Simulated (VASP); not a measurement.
Here is a VASP 6.6.1 calculation.

INCAR

```
PREC = Accurate ; ENCUT = 520
EDIFF = 1E-7 ; ISMEAR = 0
SIGMA = 0.1 ; LREAL = False
LASPH = True ; NELM = 120
ALGO = Normal ; ISIF = 3
LWAVE = False ; LCHARG = False
ISPIN = 2 ; MAGMOM = 1 0
LORBIT = 11 ; LMAXMIX = 4
GGA = PE ; IBRION = 2
NSW = 80 ; EDIFFG = -0.002
```

File KPOINTS:

```
regular mesh
0
Gamma
  16 16 16
```

Contents of POSCAR:

```
NbC                                     
1.0
    0.0000000000      2.2414187499      2.2414187499
    2.2414187499     -0.0000000000      2.2414187499
    2.2414187499      2.2414187499      0.0000000000
  Nb              C             
     1     1
Direct
     0.0000000000000000    0.0000000000000000    0.0000000000000000
     0.5000000000000000    0.5000000000000000    0.5000000000000000
```

Potentials or basis: VASP PAW PBE potentials, release 64 (Nb_sv, C).

The run is started by

```console
$ cat potpaw_PBE.64/Nb_sv/POTCAR potpaw_PBE.64/C/POTCAR > POTCAR
$ mpirun -np 1 vasp_std > vasp.out
```

Task: Estimate the band gap on the k mesh.

Result: None (metal or under the smearing width).

Task: Estimate the net moment.

Result: 0.00 μB per cell.

Final structure:
```cif
data_structure
_symmetry_space_group_name_H-M 'P 1'
_symmetry_Int_Tables_number 1
_cell_length_a 3.1698
_cell_length_b 3.1698
_cell_length_c 3.1698
_cell_angle_alpha 60.000
_cell_angle_beta 60.000
_cell_angle_gamma 60.000
_cell_volume 22.52
loop_
_atom_site_label
_atom_site_type_symbol
_atom_site_fract_x
_atom_site_fract_y
_atom_site_fract_z
_atom_site_occupancy
Nb1 Nb 0.00000 0.00000 0.00000 1
C1 C 0.50000 0.50000 0.50000 1
```

Caveat: the relaxation stopped at its first step, so nothing moved.
